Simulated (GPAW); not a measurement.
# TiAl (Pm-3m) in GPAW: equation of state

How stiff is TiAl in PBE, and what volume does it want? The cell is scaled to several volumes.

All numbers are computed with GPAW 26.7.0; they aren't measurements. Logs are shortened: lines on timing, memory, paths and dates and some standing lists are left out, and cuts for length are marked. The log counts tension as positive stress, the text compression.

### Step 1. Starting point

The structure is cubic, space group Pm-3m (No. 221). Conventional cell: a = 3.179 Å, b = 3.179 Å, c = 3.179 Å, α = 90.00°, β = 90.00°, γ = 90.00°. Around Ti (site symmetry m-3m) lie 8 Al at 2.75 Å. Around Al (site symmetry m-3m) lie 8 Ti at 2.75 Å.

The cell comes from a database or a generator and needn't be the stable form of this composition.

### Step 2. Equation of state, PBE

Contents of run.py:

```python
from ase import Atoms
from ase.eos import EquationOfState
from ase.io import Trajectory
from ase.units import GPa
from gpaw import GPAW, PW

atoms = Atoms(['Ti', 'Al'],
              cell=[[3.179064, 0.0, 0.0],
                    [0.0, 3.179064, 0.0],
                    [0.0, 0.0, 3.179064]],
              scaled_positions=[[0.0, 0.0, 0.0],
                                [0.5, 0.5, 0.5]],
              pbc=True)

traj = Trajectory('eos.traj', 'w')
volumes, energies = [], []
for x in [0.94, 0.96, 0.98, 1.0, 1.02, 1.04, 1.06]:
    a = atoms.copy()
    a.set_cell(atoms.cell * x**(1 / 3), scale_atoms=True)
    calc = GPAW(mode=PW(600),
                xc='PBE',
                kpts={'size': (8, 8, 8), 'gamma': True},
                occupations={'name': 'fermi-dirac', 'width': 0.05},
                nbands=17,
                convergence={'density': 1e-05, 'energy': 1e-05},
                maxiter=150,
                txt=f'eos-{x:.2f}.txt')
    a.calc = calc
    energies.append(a.get_potential_energy(force_consistent=True))
    volumes.append(a.get_volume())
    p = -a.get_stress()[:3].mean() / GPa
    calc.write(f'eos-{x:.2f}.gpw')
    traj.write(a)
    print(f'{x:.2f} {volumes[-1]:10.4f} A^3 {energies[-1]:14.6f} eV {p:9.3f} GPa', flush=True)

v0, e0, B = EquationOfState(volumes, energies, eos='birchmurnaghan').fit()
print(f'V0 = {v0:.4f} A^3, E0 = {e0:.6f} eV, B0 = {B / GPa:.2f} GPa')
```

Potentials or basis: GPAW PAW data sets (gpaw-data 1.2.1), pw.

Launch:

```bash
$ OMP_NUM_THREADS=1 python run.py
```

The program printed:

```text
__  _  _
 | _ |_)|_||  |
 |__||  | ||/\| - 26.7.0

Input parameters:
  mode=PW(ecut=600.0),
  convergence={'density': 1e-05, 'energy': 1e-05},
  kpts=MonkhorstPack(size=(8, 8, 8), gamma=True),
  maxiter=150,
  nbands=17,
  occupations=Occupations(name='fermi-dirac', width=0.05),
  xc=XC(name='PBE')

Diagonalizing LCAO Hamiltonian
Converting LCAO to pw mode
   .-------.
  /|       |
 * |       |
 | |  Al   |
 | .-------.
 |/       /
 Ti------*

Atoms  # Å, Bohr magnetons
|   | symbol |        x |        y |        z |    initial magnetic moments |
|---|--------|----------|----------|----------|-----------------------------|
| 0 |     Ti | 0.000000 | 0.000000 | 0.000000 | ( 0.0000,  0.0000,  0.0000) |
| 1 |     Al | 1.557083 | 1.557083 | 1.557083 | ( 0.0000,  0.0000,  0.0000) |

Unit cell  # Å
| periodic |        x |        y |        z |  lengths |    angles |
|----------|----------|----------|----------|----------|-----------|
|      yes | 3.114167 | 0.000000 | 0.000000 | 3.114167 | 90.000000 |
|      yes | 0.000000 | 3.114167 | 0.000000 | 3.114167 | 90.000000 |
|      yes | 0.000000 | 0.000000 | 3.114167 | 3.114167 | 90.000000 |

Number of symmetries: 48
Symmetry operations  # r_c * U_cc + t_c -> r_c
|    | kind |            matrix            |
|----|------|------------------------------|
|  0 |  E   |  1, 0, 0,  0, 1, 0,  0, 0, 1 |
|  1 |  σ   |  1, 0, 0,  0, 1, 0,  0, 0,-1 |
|  2 |  σ   |  1, 0, 0,  0, 0, 1,  0, 1, 0 |
|  3 |  C4  |  1, 0, 0,  0, 0, 1,  0,-1, 0 |
|  4 |  C4  |  1, 0, 0,  0, 0,-1,  0, 1, 0 |
|  5 |  σ   |  1, 0, 0,  0, 0,-1,  0,-1, 0 |
|  6 |  σ   |  1, 0, 0,  0,-1, 0,  0, 0, 1 |
|  7 |  C2  |  1, 0, 0,  0,-1, 0,  0, 0,-1 |
|  8 |  σ   |  0, 1, 0,  1, 0, 0,  0, 0, 1 |
|  9 |  C2  |  0, 1, 0,  1, 0, 0,  0, 0,-1 |
| 10 |  C3  |  0, 1, 0,  0, 0, 1,  1, 0, 0 |
| 11 |  S6  |  0, 1, 0,  0, 0, 1, -1, 0, 0 |
| 12 |  S6  |  0, 1, 0,  0, 0,-1,  1, 0, 0 |
| 13 |  C3  |  0, 1, 0,  0, 0,-1, -1, 0, 0 |
| 14 |  C4  |  0, 1, 0, -1, 0, 0,  0, 0, 1 |
| 15 |  S4  |  0, 1, 0, -1, 0, 0,  0, 0,-1 |
| 16 |  C3  |  0, 0, 1,  1, 0, 0,  0, 1, 0 |
| 17 |  S6  |  0, 0, 1,  1, 0, 0,  0,-1, 0 |
| 18 |  σ   |  0, 0, 1,  0, 1, 0,  1, 0, 0 |
| 19 |  C4  |  0, 0, 1,  0, 1, 0, -1, 0, 0 |
| 20 |  C2  |  0, 0, 1,  0,-1, 0,  1, 0, 0 |
| 21 |  S4  |  0, 0, 1,  0,-1, 0, -1, 0, 0 |
| 22 |  S6  |  0, 0, 1, -1, 0, 0,  0, 1, 0 |
| 23 |  C3  |  0, 0, 1, -1, 0, 0,  0,-1, 0 |
| 24 |  S6  |  0, 0,-1,  1, 0, 0,  0, 1, 0 |
| 25 |  C3  |  0, 0,-1,  1, 0, 0,  0,-1, 0 |
| 26 |  C4  |  0, 0,-1,  0, 1, 0,  1, 0, 0 |
| 27 |  σ   |  0, 0,-1,  0, 1, 0, -1, 0, 0 |
| 28 |  S4  |  0, 0,-1,  0,-1, 0,  1, 0, 0 |
| 29 |  C2  |  0, 0,-1,  0,-1, 0, -1, 0, 0 |
| 30 |  C3  |  0, 0,-1, -1, 0, 0,  0, 1, 0 |
| 31 |  S6  |  0, 0,-1, -1, 0, 0,  0,-1, 0 |
| 32 |  C4  |  0,-1, 0,  1, 0, 0,  0, 0, 1 |
| 33 |  S4  |  0,-1, 0,  1, 0, 0,  0, 0,-1 |
| 34 |  S6  |  0,-1, 0,  0, 0, 1,  1, 0, 0 |
| 35 |  C3  |  0,-1, 0,  0, 0, 1, -1, 0, 0 |
| 36 |  C3  |  0,-1, 0,  0, 0,-1,  1, 0, 0 |
| 37 |  S6  |  0,-1, 0,  0, 0,-1, -1, 0, 0 |
| 38 |  σ   |  0,-1, 0, -1, 0, 0,  0, 0, 1 |
| 39 |  C2  |  0,-1, 0, -1, 0, 0,  0, 0,-1 |
| 40 |  σ   | -1, 0, 0,  0, 1, 0,  0, 0, 1 |
| 41 |  C2  | -1, 0, 0,  0, 1, 0,  0, 0,-1 |
| 42 |  C2  | -1, 0, 0,  0, 0, 1,  0, 1, 0 |
| 43 |  S4  | -1, 0, 0,  0, 0, 1,  0,-1, 0 |
| 44 |  S4  | -1, 0, 0,  0, 0,-1,  0, 1, 0 |
| 45 |  C2  | -1, 0, 0,  0, 0,-1,  0,-1, 0 |
| 46 |  C2  | -1, 0, 0,  0,-1, 0,  0, 0, 1 |
| 47 |  i   | -1, 0, 0,  0,-1, 0,  0, 0,-1 |

BZ-sampling:
  Number of BZ points: 512
  Number of IBZ points: 35

  Monkhorst-Pack size: [8, 8, 8]
  Monkhorst-Pack shift: [0.0625, 0.0625, 0.0625]

K-points  # in reciprocal-cell coordinates
|     |                                coordinates |     weight |
|-----|--------------------------------------------|------------|
|   0 | (  0.00000000,   0.00000000,   0.00000000) | 0.00195312 |
|   1 | (  0.12500000,   0.00000000,   0.00000000) | 0.01171875 |
|   2 | (  0.12500000,   0.12500000,   0.00000000) | 0.02343750 |
|   3 | (  0.12500000,   0.12500000,   0.12500000) | 0.01562500 |
|   4 | (  0.25000000,   0.00000000,   0.00000000) | 0.01171875 |
|   5 | (  0.25000000,   0.12500000,   0.00000000) | 0.04687500 |
|   6 | (  0.25000000,   0.12500000,   0.12500000) | 0.04687500 |
|   7 | (  0.25000000,   0.25000000,   0.00000000) | 0.02343750 |
|   8 | (  0.25000000,   0.25000000,   0.12500000) | 0.04687500 |
|   9 | (  0.25000000,   0.25000000,   0.25000000) | 0.01562500 |
| ... |                                            |            |
|  34 | (  0.50000000,   0.50000000,   0.50000000) | 0.00195312 |

Plane wave coefficients: 1024
Cutoff: 600.0 eV

Spin-components: 1 (collinear spins)
Bands:           17
Projectors:      11
Spin-degeneracy: 2
Datatype:        complex128

Density:
  Valence electrons: 15.0
  Components: 1
  Grid points: [18 18 18]
  Charge: 0.0  # |e|

Potential:
  Grid points: [18 18 18]

species:
  Ti:
    name:    Titanium
    Z:       22.0
    valence: 12
    core:    10
    charge:  0.0  # [|e|]
    compensation charges:
      type: gauss
      rc: 0.38  # [Å]
      lmax: 2
    cutoffs:
      filter: 2.23  # [Å]
      core: 1.02  # [Å]
    projectors
    | kind |    occ | energy [eV] | rcut [Å] |
    |------|--------|-------------|----------|
    |   3s |  2.000 |     -62.623 |    1.270 |
    |   4s |  2.000 |      -4.466 |    1.270 |
    |   3p |  6.000 |     -38.862 |    1.058 |
    |   4p |  0.000 |      -1.466 |    1.058 |
    |   3d |  2.000 |      -4.258 |    1.058 |
    |    d |        |      22.953 |    1.058 |

    Using partial waves for Ti as LCAO basis

  Al:
    name:    Aluminium
    Z:       13.0
    valence: 3
    core:    10
    charge:  0.0  # [|e|]
    compensation charges:
      type: gauss
      rc: 0.34  # [Å]
      lmax: 2
    cutoffs:
      filter: 1.91  # [Å]
      core: 2.36  # [Å]
    projectors
    | kind |    occ | energy [eV] | rcut [Å] |
    |------|--------|-------------|----------|
    |   3s |  2.000 |      -7.753 |    1.085 |
    |   3p |  1.000 |      -2.712 |    1.085 |
    |    s |        |      19.459 |    1.085 |
    |    p |        |      24.499 |    1.085 |
    |    d |        |       0.000 |    1.085 |

    Using partial waves for Al as LCAO basis

Reference energy: -29827.437547  # eV

eigensolver:
  PPCG
  Converge bands: occupied
  niter=2

density mixing:
  MSR1-Mixer
  Pratt-step length: 0.05
  Maximum mixing coefficient: 0.75
  Old densities: 10
  SVD Regularization: 0.005
  Good broyden scale: 1.0
  Trust region scale: 1.0
  Backstep threshold: 4.0
  History deletion threshold: 6.0
  Fourier metric: weight=20.0, sigma=0.015

occupation numbers:
  Fermi-Dirac:
    width: 0.0500  # eV

poisson solver:
  ecut: 4800.0  # eV

xc functional:
  name: PBE with 2 nearest neighbor stencil

convergence criteria:
- Maximum integral of absolute [dens]ity change: 1e-05 electrons / valence electron
- Maximum [total energy] change in last 3 cyles: 1e-05 eV / valence electron
- Maximum integral of absolute [eigenst]ate change: 4e-08 eV^2 / valence electron
maximum number of iterations: 150

SCF iterations
|iter     | |      energy | eigst |  dens |
|---------|-|-------------|-------|-------|
|iter:   1| |  -11.012863 | +0.25 |       |
|iter:   2| |  -10.973574 | -1.88 | -1.19 |
|iter:   3| |  -10.864979 | -1.68 | -1.23 |
|iter:   4| |  -10.866616 | -2.89 | -1.74 |
|iter:   5| |  -10.866459 | -3.26 | -2.00 |
|iter:   6| |  -10.866520 | -4.18 | -2.71 |
|iter:   7| |  -10.866525c| -6.04 | -3.60 |
|iter:   8| |  -10.866526c| -7.33 | -4.15 |
|iter:   9| |  -10.866526c| -8.20c| -5.36c|

Converged in 9 steps
Energy contributions relative to reference atoms: (reference = -29827.437547)

Energy contributions:
  Kinetic:          17.783832
  Coulomb:         -13.561552
  Zero:             -0.028801
  External:          0.000000
  Xc:              -15.049582
  Entropy:          -0.020845
  Spinorbit:         0.000000
  ----------------------------
  Free energy:     -10.876948
  Extrapolated:    -10.866526

dipole moment: (-9.877902, -9.877902, -9.877902)  # |e|*Ang

Fermi level: 9.082
Eigenvalues  # (at kpt = [0.000, 0.000, 0.000])
| band index |      eig [eV] | occ [0-2] |
|------------|---------------|-----------|
|          0 |       -47.665 |     2.000 |
|          1 |       -23.878 |     2.000 |
|          2 |       -23.878 |     2.000 |
|          3 |       -23.878 |     2.000 |
|          4 |        -0.468 |     2.000 |
|          5 |         7.487 |     2.000 |
|          6 |         7.487 |     2.000 |
|          7 |        11.041 |     0.000 |
|          8 |        11.041 |     0.000 |
|          9 |        11.041 |     0.000 |
|         10 |        13.797 |     0.000 |
|         11 |        13.797 |     0.000 |
|         12 |        13.797 |     0.000 |
|         13 |        18.238 |     0.000 |
|         14 |        18.238 |     0.000 |
|        ... |               |           |
|         16 |        27.801 |     0.000 |

No gap
No difference between direct/indirect transitions

Stress tensor  # eV/Ang^3
|         x |         y |         z |
|-----------|-----------|-----------|
| -0.055087 |  0.000000 |  0.000000 |
|  0.000000 | -0.055087 |  0.000000 |
|  0.000000 |  0.000000 | -0.055087 |

# Writing to eos-0.94.gpw (mode='')
```

It took 71 s on 1 thread of Arm Neoverse V1, shared host; peak memory 0.19 GiB.

What came out:

- Equilibrium volume: 16.24 Å³/atom
- Bulk modulus: 111 GPa
- Pressure derivative of the bulk modulus: 3.9

Energy against volume, from the lowest point:
```tsv
volume (Å³/atom)	energy (meV/atom)
15.101	31.01
15.422	15.26
15.743	5.24
16.065	0.31
16.386	0.00
16.707	4.06
17.028	11.84
```
